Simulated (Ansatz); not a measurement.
**SnTe: equation of state with PBE**

The system is SnTe.

```xyz
2
Lattice="3.9047 0.0000 0.0000 0.0000 3.9047 0.0000 0.0000 0.0000 3.9047" Properties=species:S:1:pos:R:3 pbc="T T T"
Te    1.9524    1.9524    1.9524
Sn    0.0000    0.0000    0.0000
```

Measurements of this composition are mostly on another form, of space group No. 225.

```yaml
Program: Ansatz 0.2.0
Task: equation of state
Functional: PBE
Potentials_or_basis: all-electron LAPW, scalar-relativistic
Basis_error_allowed: 0.0005 eV/atom
k_mesh: 7 × 7 × 7
Occupations: fermi-dirac, width 0.05 eV
Spin: no spin polarisation
```

* Equilibrium volume: 28.89 Å³/atom
* Bulk modulus: 38 GPa
* Pressure derivative of the bulk modulus: 6.2

Energy against volume, from the lowest point:
```
volume (Å³/atom)  energy (meV/atom)
          27.981               3.42
          28.576               0.11
          29.172               0.00
          29.767               2.64
          30.362               7.65
          30.958              14.69
          31.553              23.48
```

All runs of the series together: 17 s on 1 thread of AMD EPYC 9R45 96-Core Processor (Zen 5) (shared host).

Spin-orbit coupling is left out, which matters for the levels of Te.
